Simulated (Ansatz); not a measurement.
**Al₃Cu: a fit and a missing row**

Al₃Cu, Pm-3m, a = 3.889 Å. The structure is a Materials Project entry; whether it is the stable form wasn't checked. Ansatz: r2SCAN, PAW, 500 eV, Γ-centred 12×12×12 mesh on 4 atoms, Gaussian smearing 0.10 eV; no spin polarisation. Symmetry fixes shape and atoms, so the cell is only scaled; pressure is positive in compression.

```tsv
V (Å³/atom)	P (GPa)
13.824	7.44
14.265	3.42
14.706	-0.01
15.147	-2.95
15.588	?
```

Question: Take V0 = 14.706 Å³/atom, count pressures from its P0 = -0.01 GPa, fit the third-order Birch–Murnaghan form to the other rows, and predict the missing pressure.

Answer: With the Eulerian strain f = ½[(V0/V)^(2/3) − 1] and y = (P − P0)/[3f(1 + 2f)^(5/2)], the form is the line y = B0 + 1.5 B0 (B0′ − 4) f. Rows (f, y): 0.02105, 106.4; 0.01025, 106.0; -0.00975, 105.6. Means f = 0.007183, y = 106.00; Σ(Δf)² = 0.0004884, ΣΔfΔy = 0.01232; the slope is their ratio. y = 105.8 + 25.22 f GPa, so B0 = 105.8 GPa and B0′ = 4 + 2 × (25.22)/(3 × 105.8) = 4.16. At V = 15.588, f = -0.01904, y = 105.32 and P = -5.47 GPa. The run gave -5.45 GPa, so the fit is 0.02 GPa too low, a small miss on the scale of the series. The form still works here, 33 % of the fitted range beyond its end.